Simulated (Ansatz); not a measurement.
Zn in Ansatz: convergence with xc grid

Input of the first run (xc grid 1); the others differ in this setting and in those tied to it:

Contents of input.yaml:

```yaml
crystal:
  lattice:
    - [-1.527139, 1.561731, 1.526905]
    - [1.486471, -1.658779, 1.583285]
    - [1.565847, 1.697488, -1.623953]
  atoms:
    - { symbol: Zn, position: [0.01976, -0.004689, 0.010934] }
hamiltonian:
  xc: lda
  pseudopotentials: { kind: paw }
kpoints:
  mp_grid: { grid: [9, 9, 8] }
scf:
  occupations: { method: gaussian, width: 0.1 }
output:
  forces: true
  stress: true
  eigenvalues: true
basis:
  xc_grid: 1
```

Potentials or basis: Ansatz PAW.

The run is started by

```console
$ ansatz run input.yaml --threads 2 --pin off --max-ram 5632MiB --backend cpu --events-out ev --progress --plain --runs-dir out
```

The cell isn't the ideal one: cell strained at random at fixed volume.

This isn't the form of Zn at room conditions, which is hcp.

Hardware: 2 threads of Intel(R) Xeon(R) Processor @ 2.50GHz (Skylake/Cascade Lake), with other jobs on the host.

```tsv
xc grid	energy less the tightest run, at zero smearing (meV/atom)	SCF cycles	CPU time (s)	peak memory (GiB)
1	0.00	7	6.8	0.35
2	0.00	7	6.9	0.35
3	0.00	7	7.2	0.35
4	0.00	7	7.2	0.35
5	0.00	7	7.2	0.36
```

Against the tightest run, the energy stays within 1 meV/atom from 1 on. The tightest run that finished is the yardstick and may itself not be fully converged.
